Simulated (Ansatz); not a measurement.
# Si4Ru: from a guess to a relaxed structure

The task: take a trial cell of Si4Ru to zero force and stress.

Program: Ansatz 0.2.0. Level of theory: DFT PBE, scalar-relativistic, plane waves, PAW. These are calculated values, not measurements.

### Step 1. The system as given

The structure is cubic, space group Im-3m (No. 229). Conventional cell: a = 5.331 Å, b = 5.331 Å, c = 5.331 Å, α = 90.00°, β = 90.00°, γ = 90.00°. Around Si (site symmetry -3m) lie 2 Ru at 2.31 Å. Ru (site symmetry m-3m) is surrounded by 8 Si at 2.31 Å.

As a file:

```cif
data_structure
_symmetry_space_group_name_H-M 'Im-3m'
_symmetry_Int_Tables_number 229
_cell_length_a 5.3309
_cell_length_b 5.3309
_cell_length_c 5.3309
_cell_angle_alpha 90.000
_cell_angle_beta 90.000
_cell_angle_gamma 90.000
_cell_volume 151.50
loop_
_atom_site_label
_atom_site_type_symbol
_atom_site_symmetry_multiplicity
_atom_site_Wyckoff_symbol
_atom_site_fract_x
_atom_site_fract_y
_atom_site_fract_z
_atom_site_occupancy
Si1 Si 8 c 0.25000 0.25000 0.75000 1
Ru1 Ru 2 a 0.00000 0.00000 0.00000 1
```

The cell is invented: species swapped into a database cell of CrGa4 (Im-3m, No. 229), with Ru on the Cr sites and Si on the Ga sites. The dimensions are guesses.

### Step 2. The guess as it stands, on a coarse mesh

The input, input.yaml:

```yaml
crystal:
  lattice:
    - [-2.66546264, 2.66546264, 2.66546264]
    - [2.66546264, -2.66546264, 2.66546264]
    - [2.66546264, 2.66546264, -2.66546264]
  atoms:
    - { symbol: Si, position: [0.0, 0.0, 0.5] }
    - { symbol: Si, position: [0.0, 0.5, 0.0] }
    - { symbol: Si, position: [0.5, 0.0, 0.0] }
    - { symbol: Si, position: [0.5, 0.5, 0.5] }
    - { symbol: Ru, position: [0.0, 0.0, 0.0] }
basis:
  ecutwfc: 420
kpoints:
  mp_grid: { grid: [4, 4, 4] }
hamiltonian:
  xc: pbe
scf:
  occupations: { method: gaussian, width: 0.1 }
  lower_state_search: "off"
output:
  forces: true
  stress: true
  eigenvalues: true
```

Started as:

```bash
$ ansatz run input.yaml --threads 1 --pin off --max-ram 2560MiB --backend cpu --events-out ev --progress --plain --runs-dir out
```

What it wrote (excerpt; [...] marks lines left out):

```text
[...]
SCF converged after 6 iterations
Free energy (F): -8420.032427 eV
[...]
E sigma→0 (E₀):  -8420.012805 eV
Entropy (-TS):   -0.039244 eV (-7.849 meV/atom)
Fermi energy:    12.159404 eV
[...]
--- Forces (eV/Å), atoms counted from 1 ---
  atom   1  Si    -0.00000000     0.00000000    -0.00000000
  atom   2  Si    -0.00000000     0.00000000    -0.00000000
  atom   3  Si    -0.00000000     0.00000000     0.00000000
  atom   4  Si    -0.00000000     0.00000000    -0.00000000
  atom   5  Ru    -0.00000000     0.00000000     0.00000000
[...]
--- Stress (GPa, compression-positive) ---
       15.252843      -0.000000      -0.000000
       -0.000000      15.252843      -0.000000
        0.000000       0.000000      15.252843
  P = ⅓ Tr σ = 15.2528 GPa (152.528 kbar)
--- Band table (eV; the first three rows and the last of 8) ---
  k-point 0: bands = ["-61.0027", "-31.1945", "-31.1945", "-31.1945", "-1.0469", "4.6215", "4.6215", "4.6215", "8.2049", "8.2049", "8.5999", "8.5999", "8.5999", "8.8358", "8.8358", "8.8358", "13.1666", "13.1666", "13.1666", "13.9110", "14.9233"]
[...]
```

Wall time 1.6 s (1 thread of Intel Xeon Platinum 8259CL at 2.50GHz (Skylake/Cascade Lake), shared host); peak memory 0.37 GiB.

The probe gives pressure 15.3 GPa, largest force 0.00 eV/Å, gap on this mesh none (metal). A cheap, loose relaxation comes first.

### Step 3. A loose first relaxation

input.yaml: that of step 2 with these lines changed.

```diff
@@ -24 +24,6 @@
   eigenvalues: true
+relax:
+  adjacent_minimum: "off"
+  f_tol: 0.04
+  max_steps: 70
+  cell: { stress_tol: 0.4 }
```

Started as:

```bash
$ ansatz run input.yaml --threads 1 --pin off --max-ram 2560MiB --backend cpu --events-out ev --progress --plain --runs-dir out
```

What it wrote:

```text
Warning: RAYON_NUM_THREADS=1 ignored (pool sized by the plan → 1); use --threads N
Engine: ansatz 0.2.0, x86_64-unknown-linux-gnu
Pseudopotentials: kind: paw
Pseudopotential: Si, paw, valence charge 4, recommended cutoff 420 eV (normal), Si.paw.azcp
Pseudopotential: Ru, paw, valence charge 16, recommended cutoff 420 eV (normal), Ru.paw.azcp
Functional definition: PBE
  parameter kappa = 0.804
  parameter beta = 0.06672455060314922
  exchange = pbe_x(kappa = kappa, mu = beta*pi^2/3)
  correlation = pbe_c(beta = beta)
Crystal: 5 atoms, lattice volume = 75.749 Å³
Basis set: ecut = 420 eV, 1481 PW (Γ), exchange–correlation on 64×64×64 points (8 copies of the dense FFT grid, shifted against one another)
Bands: 21, of which v1, the nominal top of the filled ones, is band 16 counted from 1 (15 counted from 0)
Symmetry: 48 space group operations
Space group: Im-3m (ITA 229), of the structure as read, at distance tolerance 4.2e-5 Å
k-points: 8 of 64
Non-local potential: Si, projectors of the file, l = 0: 2, l = 1: 2, l = 2: 2
Non-local potential: Ru, projectors of the file, l = 0: 3, l = 1: 2, l = 2: 2, l = 3: 1
PAW form: soft (Blöchl's): semilocal exchange-correlation on the pseudo side does not see the compensation charge
PAW one-centre angular grid: Si, 110 points (default); XC on 64 Gauss nodes
PAW one-centre angular grid: Ru, 590 points (default); XC on 64 Gauss nodes
Initial density: superposition of atomic densities (neutral atoms: chi_scale 0, normalization atom), corrected by the library's trained network
Initial wavefunctions: pseudopotential atomic-orbital guess
Functional: x = pbe(κ = 0.804, μ = 0.2195149727645171), c = pbe(β = 0.06672455060314922)
SCF iter   1: F=—  HF=-8420.033770 eV  |F-HF|=—  |Δ(HF+E_count)|=         —  Δρ=6.31e-3  dr2=2.06e-2  ethr=1.77e-3  ⟨swp⟩=5.5  Hψ=835  notcnv=0
preconditioner: auto → Resta (q_TF=auto, 2.363 Å⁻¹)  ε∞=8.5  [insulator: Δε(μ)=0.125 eV  Ē_g=7.624 eV  σ=0.100 eV  W_gap=0.59  n_scr=18 (ndim 8)  ℏωp=20.9 eV  f_vac=0.000  D(μ)=7.82/eV (n_scr^D=86)  ε∞_Penn≈8.5]
SCF iter   2: F=—  HF=-8420.031958 eV  |F-HF|=—  |Δ(HF+E_count)|=   1.81e-3  Δρ=3.40e-3  dr2=6.69e-3  ethr=6.42e-5  ⟨swp⟩=1.4  Hψ=235  notcnv=0
SCF iter   3: F=—  HF=-8420.032395 eV  |F-HF|=—  |Δ(HF+E_count)|=   4.36e-4  Δρ=5.97e-4  dr2=3.47e-4  ethr=2.09e-5  ⟨swp⟩=2.8  Hψ=265  notcnv=0
SCF iter   4: F=—  HF=-8420.032461 eV  |F-HF|=—  |Δ(HF+E_count)|=   6.66e-5  Δρ=1.80e-4  dr2=3.78e-5  ethr=1.08e-6  ⟨swp⟩=2.6  Hψ=292  notcnv=0
SCF iter   5: F=—  HF=-8420.032427 eV  |F-HF|=—  |Δ(HF+E_count)|=   3.46e-5  Δρ=5.01e-5  dr2=2.47e-6  ethr=1.18e-7  ⟨swp⟩=2.4  Hψ=287  notcnv=0
SCF iter   6: F=-8420.032427 eV  HF=-8420.032427 eV  |F-HF|=1.60e-8  |Δ(HF+E_count)|=   4.09e-7  Δρ=4.85e-6  dr2=1.40e-8  ethr=3.13e-10  ⟨swp⟩=6.0  Hψ=823  notcnv=0
SCF 1 converged in 6 iterations: F = -8420.032427 eV  dr2 = 1.40e-8
relax step   1: F+E_penalty+E_count = -8420.03242723 eV  Δ(F+E_penalty+E_count) = +0.000e0 eV  max|allowed force component| = 3.838e-30 eV/Å  Δτ_max = 0.0000 Å  P = +15.253 GPa  Ω = 75.749 Å³  (6 SCF iters, dr2 threshold 1.00e-7 eV, accepted)
Crystal: 5 atoms, lattice volume = 81.863 Å³
Basis set: ecut = 420 eV, 1553 PW (Γ), exchange–correlation on 64×64×64 points (8 copies of the dense FFT grid, shifted against one another)
Initial density: handed on by an earlier stage of this run
Initial wavefunctions: those handed on with the density
iter 1 solved again at ethr=3.50e-5 eV; its pass at ethr=3.10e-3 eV (dr2=1.12e-2 eV) is discarded
SCF iter   1: F=—  HF=-8420.374777 eV  |F-HF|=—  |Δ(HF+E_count)|=         —  Δρ=4.19e-3  dr2=1.19e-2  ethr=3.50e-5  ⟨swp⟩=2.0  Hψ=1047  notcnv=0
preconditioner: auto → Resta (q_TF=auto, 2.333 Å⁻¹)  ε∞=8.9  [insulator: Δε(μ)=0.126 eV  Ē_g=7.136 eV  σ=0.100 eV  W_gap=0.59  n_scr=18 (ndim 8)  ℏωp=20.1 eV  f_vac=0.000  D(μ)=6.51/eV (n_scr^D=78)  ε∞_Penn≈8.9]
SCF iter   2: F=—  HF=-8420.372914 eV  |F-HF|=—  |Δ(HF+E_count)|=   1.86e-3  Δρ=2.36e-3  dr2=3.61e-3  ethr=3.50e-5  ⟨swp⟩=1.0  Hψ=168  notcnv=0
SCF iter   3: F=—  HF=-8420.372561 eV  |F-HF|=—  |Δ(HF+E_count)|=   3.54e-4  Δρ=3.93e-4  dr2=1.63e-4  ethr=1.13e-5  ⟨swp⟩=2.0  Hψ=262  notcnv=0
SCF iter   4: F=—  HF=-8420.372553 eV  |F-HF|=—  |Δ(HF+E_count)|=   7.29e-6  Δρ=1.07e-4  dr2=1.21e-5  ethr=5.09e-7  ⟨swp⟩=2.2  Hψ=247  notcnv=0
iter 5 did not close the SCF: its close was put off for the readings that it lacked (scf_convergence_deferred on its scf_iter line)
SCF iter   5: F=-8420.372562 eV  HF=-8420.372562 eV  |F-HF|=6.95e-8  |Δ(HF+E_count)|=   8.23e-6  Δρ=1.97e-5  dr2=3.29e-7  ethr=3.79e-8  ⟨swp⟩=2.0  Hψ=244  notcnv=0
SCF iter   6: F=-8420.372562 eV  HF=-8420.372562 eV  |F-HF|=8.39e-10  |Δ(HF+E_count)|=   1.41e-7  Δρ=1.41e-6  dr2=8.06e-10  ethr=1.03e-9  ⟨swp⟩=2.6  Hψ=646  notcnv=0
SCF 2 converged in 6 iterations: F = -8420.372562 eV  dr2 = 8.06e-10
relax step   2: F+E_penalty+E_count = -8420.37256170 eV  Δ(F+E_penalty+E_count) = -3.401e-1 eV  max|allowed force component| = 1.612e-30 eV/Å  Δτ_max = 0.0000 Å  P = +3.193 GPa  Ω = 81.863 Å³  energy of the carried Pulay correction = -1.795e-3 eV  (6 SCF iters, dr2 threshold 5.00e-7 eV, accepted)
Crystal: 5 atoms, lattice volume = 83.650 Å³
Basis set: ecut = 420 eV, 1601 PW (Γ), exchange–correlation on 64×64×64 points (8 copies of the dense FFT grid, shifted against one another)
iter 1 solved again at ethr=3.21e-6 eV; its pass at ethr=3.10e-3 eV (dr2=1.03e-3 eV) is discarded
SCF iter   1: F=—  HF=-8420.392064 eV  |F-HF|=—  |Δ(HF+E_count)|=         —  Δρ=1.22e-3  dr2=1.18e-3  ethr=3.21e-6  ⟨swp⟩=2.1  Hψ=1038  notcnv=0
preconditioner: auto → Resta (q_TF=auto, 2.325 Å⁻¹)  ε∞=9.0  [insulator: Δε(μ)=0.127 eV  Ē_g=7.012 eV  σ=0.100 eV  W_gap=0.60  n_scr=18 (ndim 8)  ℏωp=19.9 eV  f_vac=0.000  D(μ)=6.77/eV (n_scr^D=78)  ε∞_Penn≈9.0]
SCF iter   2: F=—  HF=-8420.391864 eV  |F-HF|=—  |Δ(HF+E_count)|=   2.00e-4  Δρ=6.45e-4  dr2=2.93e-4  ethr=3.21e-6  ⟨swp⟩=1.5  Hψ=176  notcnv=0
SCF iter   3: F=—  HF=-8420.391760 eV  |F-HF|=—  |Δ(HF+E_count)|=   1.04e-4  Δρ=1.22e-4  dr2=1.55e-5  ethr=9.16e-7  ⟨swp⟩=2.0  Hψ=261  notcnv=0
SCF iter   4: F=—  HF=-8420.391763 eV  |F-HF|=—  |Δ(HF+E_count)|=   2.84e-6  Δρ=2.85e-5  dr2=8.86e-7  ethr=4.84e-8  ⟨swp⟩=2.4  Hψ=260  notcnv=0
iter 5 did not close the SCF: its close was put off for the readings that it lacked (scf_convergence_deferred on its scf_iter line)
SCF iter   5: F=-8420.391764 eV  HF=-8420.391764 eV  |F-HF|=1.26e-8  |Δ(HF+E_count)|=   6.39e-7  Δρ=5.55e-6  dr2=2.78e-8  ethr=2.77e-9  ⟨swp⟩=2.1  Hψ=254  notcnv=0
SCF iter   6: F=-8420.391764 eV  HF=-8420.391764 eV  |F-HF|=2.18e-11  |Δ(HF+E_count)|=   1.61e-8  Δρ=4.83e-7  dr2=1.23e-10  ethr=8.69e-11  ⟨swp⟩=2.0  Hψ=484  notcnv=0
SCF 3 converged in 6 iterations: F = -8420.391764 eV  dr2 = 1.23e-10
relax step   3: F+E_penalty+E_count = -8420.39176399 eV  Δ(F+E_penalty+E_count) = -1.920e-2 eV  max|allowed force component| = 1.528e-30 eV/Å  Δτ_max = 0.0000 Å  P = +0.445 GPa  Ω = 83.650 Å³  energy of the carried Pulay correction = -2.293e-3 eV  (6 SCF iters, dr2 threshold 5.00e-7 eV, accepted)
Crystal: 5 atoms, lattice volume = 83.946 Å³
iter 1 solved again at ethr=1.12e-7 eV; its pass at ethr=3.10e-3 eV (dr2=3.59e-5 eV) is discarded
SCF iter   1: F=—  HF=-8420.392213 eV  |F-HF|=—  |Δ(HF+E_count)|=         —  Δρ=2.29e-4  dr2=4.50e-5  ethr=1.12e-7  ⟨swp⟩=2.0  Hψ=944  notcnv=0
preconditioner: auto → Resta (q_TF=auto, 2.323 Å⁻¹)  ε∞=9.1  [insulator: Δε(μ)=0.127 eV  Ē_g=6.993 eV  σ=0.100 eV  W_gap=0.60  n_scr=18 (ndim 8)  ℏωp=19.9 eV  f_vac=0.000  D(μ)=6.88/eV (n_scr^D=78)  ε∞_Penn≈9.1]
SCF iter   2: F=—  HF=-8420.392143 eV  |F-HF|=—  |Δ(HF+E_count)|=   7.03e-5  Δρ=1.12e-4  dr2=8.10e-6  ethr=1.12e-7  ⟨swp⟩=1.8  Hψ=199  notcnv=0
iter 3 did not close the SCF: its close was put off for the readings that it lacked (scf_convergence_deferred on its scf_iter line)
SCF iter   3: F=-8420.392142 eV  HF=-8420.392142 eV  |F-HF|=4.87e-8  |Δ(HF+E_count)|=   7.78e-7  Δρ=2.44e-5  dr2=4.52e-7  ethr=2.53e-8  ⟨swp⟩=1.9  Hψ=240  notcnv=0
iter 4 did not close the SCF: its close was put off for the readings that it lacked (scf_convergence_deferred on its scf_iter line)
SCF iter   4: F=-8420.392142 eV  HF=-8420.392142 eV  |F-HF|=1.19e-8  |Δ(HF+E_count)|=   8.04e-8  Δρ=4.12e-6  dr2=1.95e-8  ethr=1.41e-9  ⟨swp⟩=2.5  Hψ=261  notcnv=0
iter 5 did not close the SCF: its close was put off for the readings that it lacked (scf_convergence_deferred on its scf_iter line)
SCF iter   5: F=-8420.392142 eV  HF=-8420.392142 eV  |F-HF|=4.40e-10  |Δ(HF+E_count)|=   1.48e-8  Δρ=9.12e-7  dr2=8.57e-10  ethr=6.10e-11  ⟨swp⟩=2.1  Hψ=264  notcnv=0
SCF iter   6: F=-8420.392142 eV  HF=-8420.392142 eV  |F-HF|=5.46e-12  |Δ(HF+E_count)|=  5.73e-10  Δρ=1.26e-7  dr2=1.40e-11  ethr=2.68e-12  ⟨swp⟩=1.2  Hψ=465  notcnv=0
SCF 4 converged in 6 iterations: F = -8420.392142 eV  dr2 = 1.40e-11
relax step   4: F+E_penalty+E_count = -8420.39214204 eV  Δ(F+E_penalty+E_count) = -3.781e-4 eV  max|allowed force component| = 1.551e-29 eV/Å  Δτ_max = 0.0000 Å  P = +0.056 GPa  Ω = 83.946 Å³  energy of the carried Pulay correction = -2.375e-3 eV  (6 SCF iters, dr2 threshold 4.94e-7 eV, accepted)
Initial wavefunctions: pseudopotential atomic-orbital guess (no wavefunctions were taken with the density)
iter 1 solved again at ethr=1.73e-7 eV; its pass at ethr=3.10e-3 eV (dr2=5.54e-5 eV) is discarded
SCF iter   1: F=—  HF=-8420.395142 eV  |F-HF|=—  |Δ(HF+E_count)|=         —  Δρ=2.24e-4  dr2=2.69e-6  ethr=1.73e-7  ⟨swp⟩=3.0  Hψ=1257  notcnv=0
preconditioner: auto → Resta (q_TF=auto, 2.323 Å⁻¹)  ε∞=9.1  [insulator: Δε(μ)=0.127 eV  Ē_g=6.993 eV  σ=0.100 eV  W_gap=0.60  n_scr=18 (ndim 8)  ℏωp=19.9 eV  f_vac=0.000  D(μ)=6.89/eV (n_scr^D=78)  ε∞_Penn≈9.1]
SCF iter   2: F=—  HF=-8420.395203 eV  |F-HF|=—  |Δ(HF+E_count)|=   6.13e-5  Δρ=1.15e-4  dr2=6.53e-7  ethr=8.41e-9  ⟨swp⟩=2.1  Hψ=271  notcnv=0
iter 3 did not close the SCF: its close was put off for the readings that it lacked (scf_convergence_deferred on its scf_iter line)
SCF iter   3: F=-8420.395246 eV  HF=-8420.395245 eV  |F-HF|=4.83e-8  |Δ(HF+E_count)|=   4.24e-5  Δρ=4.84e-6  dr2=2.11e-9  ethr=2.04e-9  ⟨swp⟩=2.8  Hψ=307  notcnv=0
iter 4 did not close the SCF: its close was put off for the readings that it lacked (scf_convergence_deferred on its scf_iter line)
SCF iter   4: F=-8420.395246 eV  HF=-8420.395246 eV  |F-HF|=3.06e-10  |Δ(HF+E_count)|=   4.86e-8  Δρ=5.95e-7  dr2=9.99e-11  ethr=6.60e-12  ⟨swp⟩=2.0  Hψ=261  notcnv=0
iter 5 did not close the SCF: its close was put off for the readings that it lacked (scf_convergence_deferred on its scf_iter line)
SCF iter   5: F=-8420.395246 eV  HF=-8420.395246 eV  |F-HF|=1.82e-12  |Δ(HF+E_count)|=  3.31e-10  Δρ=4.29e-8  dr2=1.45e-12  ethr=1.00e-12  ⟨swp⟩=1.0  Hψ=168  notcnv=0
SCF iter   6: F=-8420.395246 eV  HF=-8420.395246 eV  |F-HF|=3.64e-12  |Δ(HF+E_count)|=  3.64e-12  Δρ=9.71e-9  dr2=1.06e-13  ethr=1.00e-12  ⟨swp⟩=2.1  Hψ=387  notcnv=0
SCF 5 converged in 6 iterations: F = -8420.395246 eV  dr2 = 1.06e-13
relax step   5: F+E_penalty+E_count = -8420.39524553 eV  Δ(F+E_penalty+E_count) = -3.103e-3 eV  max|allowed force component| = 1.041e-29 eV/Å  Δτ_max = 0.0000 Å  P = +0.091 GPa  Ω = 83.946 Å³  stress off target by 9.07e-2 GPa  SCF on the basis re-selected at this cell (its energy is not comparable with the rows above)  (6 SCF iters)
basis re-selected at this cell: Δ(F+E_penalty+E_count) = -3.103e-3 eV, ΔP = +0.035 GPa vs the last step (what re-selecting the basis moved, of the pressure what is left beyond the Pulay correction that the steps carried, after the strain that the cell walked since its last selection, with what the two solves' SCF thresholds leave and, on support functions, any second-order correction that the steps lacked; it is no measure of the basis error at this ecutwfc). This SCF's stress stands 9.07e-2 GPa from its target on what of the cell is left free (relax.cell.stress_tol is 4.00e-1 GPa) and its largest allowed force component is 1.04e-29 eV/Å (relax.f_tol is 4.00e-2 eV/Å): within both
SCF converged after 6 iterations
Free energy (F): -8420.395246 eV
Harris-Foulkes:  -8420.395246 eV  (|F-HF|=3.64e-12)
Internal energy: -8420.360798 eV  (E = F + TS)
E sigma→0 (E₀):  -8420.378022 eV
Entropy (-TS):   -0.034448 eV (-6.890 meV/atom)
Fermi energy:    10.638141 eV
--- Per-component energies (eV) ---
  E_band       = -184.422088
  E_kinetic    = 680.965958
  E_local      = -2678.265205  (includes V_loc(G=0)·N_el)
  E_nonlocal   = 444.750661
  E_hartree    = 1014.170699
  E_xc         = -412.624572
  E_vxc        = -428.194353  (∫ρ·V_xc dr)
  E_paw        = -5511.556544  (= ΣΔE_a)
  E_vpaw       = -232.020418  (= ΣTr[D̂ρ^β])
  E_aug_tail   = -0.000126  (compensation charges beyond the density's cutoff)
  E_ewald      = -1957.801668
  E_smearing   = -0.034448  (= −TS)
  E_closure    = -0.000000  (closes the sum)
  Σ components = -8420.395246   (vs F -8420.395246, Δ=0.00e0)
--- Forces (eV/Å), atoms counted from 1 ---
  atom   1  Si    -0.00000000    -0.00000000     0.00000000
  atom   2  Si    -0.00000000     0.00000000     0.00000000
  atom   3  Si    -0.00000000     0.00000000     0.00000000
  atom   4  Si    -0.00000000    -0.00000000    -0.00000000
  atom   5  Ru     0.00000000    -0.00000000    -0.00000000
  max |Σ_I F_I| component: 5.78e-30 eV/Å
--- Stress (GPa, compression-positive) ---
        0.090732      -0.000000      -0.000000
        0.000000       0.090732      -0.000000
        0.000000      -0.000000       0.090732
  P = ⅓ Tr σ = 0.0907 GPa (0.907 kbar)
--- Band table (eV; the first three rows and the last of 8) ---
  k-point 0: bands = ["-62.3599", "-32.4911", "-32.4911", "-32.4911", "-1.8182", "3.4982", "3.4982", "3.4982", "7.2348", "7.2348", "7.2484", "7.2484", "7.2484", "7.6383", "7.6383", "7.6383", "11.2616", "11.2616", "11.2616", "12.3535", "13.5958"]
  k-point 1: bands = ["-62.3597", "-32.4929", "-32.4920", "-32.4911", "-1.2245", "2.6077", "3.0636", "3.7363", "5.7615", "6.4035", "6.5721", "6.7330", "7.0465", "8.6368", "8.8194", "9.2203", "11.3529", "11.4181", "12.2282", "12.9848", "13.8522"]
  k-point 2: bands = ["-62.3596", "-32.4947", "-32.4929", "-32.4912", "0.1752", "0.7779", "2.7352", "4.0829", "4.9749", "5.8811", "6.3861", "6.6815", "6.7199", "9.5304", "10.0002", "10.1857", "10.7710", "11.9644", "12.1807", "13.5140", "13.9458"]
  k-point 7: bands = ["-62.3592", "-32.4946", "-32.4946", "-32.4946", "1.9245", "1.9245", "1.9245", "3.7527", "3.9864", "3.9864", "5.5876", "5.5876", "5.5876", "9.9794", "10.0220", "10.0220", "12.9416", "12.9416", "12.9416", "15.1279", "15.1279"]
--- Relaxed structure (4 steps of the walk, 4 accepted, 1 SCFs on fresh bases) ---
  F+E_penalty+E_count = -8420.39524553 eV   max|allowed force component| = 1.041e-29 eV/Å   (the final SCF, on the basis selected at the relaxed cell)
  cell:  # Å, volume = 83.9463 Å³
    - [-2.7583363258679734, 2.7583363258679734, 2.7583363258679734]
    - [2.7583363258679734, -2.7583363258679734, 2.7583363258679734]
    - [2.7583363258679734, 2.7583363258679734, -2.7583363258679734]
  atoms:
    - { symbol: Si, position: [0.0, 0.0, 0.5000000000000001] }
    - { symbol: Si, position: [0.0, 0.5000000000000001, 0.0] }
    - { symbol: Si, position: [0.5000000000000001, 0.0, 0.0] }
    - { symbol: Si, position: [0.5000000000000001, 0.5000000000000001, 0.5000000000000001] }
    - { symbol: Ru, position: [-4.816999784540473e-36, -1.610684302956108e-35, -1.3999405623823899e-35] }
```

It took 8.5 s on 1 thread of Intel Xeon Platinum 8259CL at 2.50GHz (Skylake/Cascade Lake), shared host; peak memory 0.38 GiB.

Step by step:

```
step  E - E(step 1) (eV/cell)  largest force component (eV/Å)  pressure (GPa)  volume (Å³)
   1                   0.0000                          0.0000           15.25        75.75
   2                  -0.3401                          0.0000            3.19        81.86
   3                  -0.3593                          0.0000            0.44        83.65
   4                  -0.3597                          0.0000            0.06        83.95
   5                  -0.3628                          0.0000            0.09        83.95
```

Step 1 is the start. Step 5 repeats the geometry before it on a plane-wave basis chosen anew for that cell, so its energy need not be comparable with the rows above.

Lengths and angles in the start's conventional setting:

|  | before | after | change |
| --- | --- | --- | --- |
| a (Å) | 5.331 | 5.517 | +3.5 % |
| b (Å) | 5.331 | 5.517 | +3.5 % |
| c (Å) | 5.331 | 5.517 | +3.5 % |
| volume (Å³/atom) | 15.15 | 16.79 | +10.8 % |
| shortest distance (Å) | 2.308 | 2.389 | +3.5 % |
| space group (0.01 Å) | Im-3m | Im-3m | same |

Forces and stress were held to the start's 48 operations: a distortion of lower symmetry was not tested.

[end of part 1 of 2]
